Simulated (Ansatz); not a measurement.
## MnO2: strain energy, fitted

MnO2, P4_2/mnm, a = 4.456 Å, c = 2.943 Å. Ansatz: PBE+U, PAW, 420 eV, Γ-centred 8×8×12 mesh on 6 atoms, Gaussian smearing 0.10 eV; U_eff Mn 3.90 eV; collinear spin, largest moment 2.8 μB. Series: strain along c alone, the other axes held, atoms relaxed; x is the strain in per cent. y is the free energy over the unstrained cell, V0 = 9.739 Å³/atom.

| x (%) | y (meV/atom) |
| --- | --- |
| -6.0 | 45.98 |
| -4.0 | ? |
| -2.0 | 4.53 |
| 0.0 | 0.00 |
| 2.0 | 3.81 |
| 4.0 | 14.29 |
| 6.0 | 30.33 |

Question: Fit y = c2 x² + c3 x³ to the other rows, turn c2 into a modulus, and predict the missing energy.

Answer: Least squares on the rows shown. y = 1.0578 x² − 0.036446 x³. In eV per unit strain² c2 is 10.58; this is C33 with relaxed ions (E = ½ C33 V0 ε²): 2 × 10.58 × 160.2 / (9.739) = 348 GPa. At x = -4.0 the fit asked for gives 19.26 meV/atom. The run gave 19.28 meV/atom, so the fit is 0.02 meV/atom too low, within the rms miss on the fitted rows (0.16 meV/atom).

The state reached may not be the lowest one. The program reads another magnetic order as possibly lower. Moments started parallel, and an antiferromagnetic order may lie lower.